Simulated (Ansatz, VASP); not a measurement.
Given: the input of a run of VASP 6.6.1 on BP.

POSCAR

```
BP
1.0
    0.0000000000      2.2840269280      2.2840269280
    2.2840269280      0.0000000000      2.2840269280
    2.2840269280      2.2840269280      0.0000000000
P B
1 1
Direct
    0.7500000000      0.7500000000      0.7500000000
    0.0000000000      0.0000000000      0.0000000000
```

File INCAR.step1:

```
PREC = Accurate
ENCUT = 520
ISMEAR = -1
SIGMA = 0.05
LREAL = False
LASPH = True
NELM = 100
NBANDS = 11
GGA = PE
ALGO = Normal
EDIFF = 1E-4
LWAVE = True
LCHARG = False
```

The input INCAR.step2:

```
PREC = Accurate
ENCUT = 520
EDIFF = 1E-7
ISMEAR = -1
SIGMA = 0.05
LREAL = False
LASPH = True
NELM = 100
ALGO = Normal
ISIF = 2
LWAVE = False
LCHARG = True
METAGGA = R2SCAN
LMIXTAU = True
IVDW = 13
VDW_S6 = 1.0
VDW_S8 = 0.6018749
VDW_A1 = 0.51559235
VDW_A2 = 5.77342911
LELF = True
LVHAR = True
NBANDS = 11
ISTART = 1
```

File KPOINTS:

```
Automatic mesh
0
Gamma
  10 10 10
```

Potentials or basis: VASP PAW PBE potentials, release 64 (P, B).

Launch:

```bash
$ cat potpaw_PBE.64/P/POTCAR potpaw_PBE.64/B/POTCAR > POTCAR
$ cp INCAR.step1 INCAR
$ mpirun -np 1 vasp_std > vasp.out
$ cp INCAR.step2 INCAR
$ mpirun -np 1 vasp_std > vasp.out
```

Problem. Translate it to Ansatz 0.2.0. Potentials there: Ansatz PAW.

Solution. As run (the cutoff follows the program's own potentials):

input.yaml

```yaml
crystal:
  lattice:
    - [0.0, 2.284026928, 2.284026928]
    - [2.284026928, 0.0, 2.284026928]
    - [2.284026928, 2.284026928, 0.0]
  atoms:
    - { symbol: P, position: [0.75, 0.75, 0.75] }
    - { symbol: B, position: [0.0, 0.0, 0.0] }
hamiltonian:
  xc: r2scan
  pseudopotentials: { kind: paw }
  dispersion: d4
kpoints:
  mp_grid: { grid: [10, 10, 10] }
scf:
  occupations: { method: fermi_dirac, width: 0.05 }
output:
  forces: true
  stress: true
  eigenvalues: true
```

Potentials or basis: Ansatz PAW.

The run is started by

```sh
$ ansatz run input.yaml --threads 2 --pin off --max-ram 5120MiB --backend cpu --events-out ev --progress --plain --runs-dir out
```

Both were run:

|  | VASP | Ansatz | Ansatz less VASP |
| --- | --- | --- | --- |
| gap on the k mesh at the Fermi level (eV) | 1.47 | 1.44 | -0.030 |
| least direct gap on the mesh (eV) | 3.61 | 3.57 | -0.040 |
| pressure (GPa) | -5.6 | -5.1 | +0.48 |
| dispersion energy (meV/atom) | -130.8 | -130.9 | -0.10 |

Caveats: the PAW data sets were made with another functional, which shifts forces and pressure a little (VASP); the PAW data sets come from PBE, with cores solved anew for the run's functional, which leaves a small shift of forces and pressure (Ansatz). A k mesh can miss the band edges. r2SCAN opens gaps a little over a GGA but as a rule still falls short of measured ones.
